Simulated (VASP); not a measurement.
The system is BaTe.

```
Ba Te
1.0
     0.00000    3.41000    3.41000
     3.41000    0.00000    3.41000
     3.41000    3.41000    0.00000
Ba Te
1 1
Direct
  0.00000 0.00000 0.00000
  0.50000 0.50000 0.50000
```

Base run:

```yaml
Program: VASP 6.6.1
Functional: PBEsol
Potentials_or_basis: VASP PAW PBE potentials, release 64 (Ba_sv, Te)
Cutoff: 520 eV
k_mesh: 8 × 8 × 8
Occupations: gaussian, width 0.02 eV
Spin: no spin polarisation
```

Its results: band gap on the k mesh 1.24 eV, indirect (least direct gap 1.62 eV).

**Question.** The run is repeated on the same cell with these changes: functional from PBEsol to r2SCAN. What comes out?

**Answer.** Band gap on the k mesh 1.69 eV, indirect (least direct gap 2.07 eV).

r2SCAN gives the wider gap, since meta-GGAs in the generalised Kohn-Sham scheme recover part of the derivative discontinuity.

Caveats: spin-orbit coupling is left out, which moves the levels of the heavy elements.
